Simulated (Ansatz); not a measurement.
Al2Pt:

```
Pt Al
1.0
     0.00000    2.95500    2.95500
     2.95500    0.00000    2.95500
     2.95500    2.95500    0.00000
Pt Al
1 2
Direct
  0.00000 0.00000 0.00000
  0.75000 0.75000 0.75000
  0.25000 0.25000 0.25000
```

```yaml
Program: Ansatz 0.2.0
Task: single point
Functional: PBEsol
Potentials_or_basis: all-electron LAPW, scalar-relativistic
Cutoff: 257 eV (chosen from the basis error)
Basis_error_allowed: 0.001 eV/atom
k_mesh: 8 × 8 × 8
Occupations: fermi-dirac, width 0.05 eV
Spin: no spin polarisation
```

On this cell: pressure -0.9 GPa; largest force zero by symmetry; band gap on the k mesh none (metal or under the smearing width).

The same run follows on a disturbed copy (atoms moved at random, drawn with an rms of 0.05 Å):

```
Pt Al
1.0
     0.00000    2.95500    2.95500
     2.95500    0.00000    2.95500
     2.95500    2.95500    0.00000
Pt Al
1 2
Direct
  0.01173 0.98495 0.99436
  0.75402 0.75336 0.74357
  0.25103 0.24881 0.25647
```

Task: What does the disturbed cell give?

Result: The energy (extrapolated to zero smearing) moves by +7.7 meV/atom; pressure -0.7 GPa; largest force 0.560 eV/Å; band gap on the k mesh none (metal or under the smearing width).

Forces on the atoms (eV/Å):
```
Pt   0.535 -0.075  0.150
Al  -0.159  0.140 -0.160
Al  -0.375 -0.065  0.010
```

Stress tensor (GPa, compression positive):
```
-0.76  0.48 -0.59
 0.48 -0.59 -0.63
-0.59 -0.63 -0.62
```
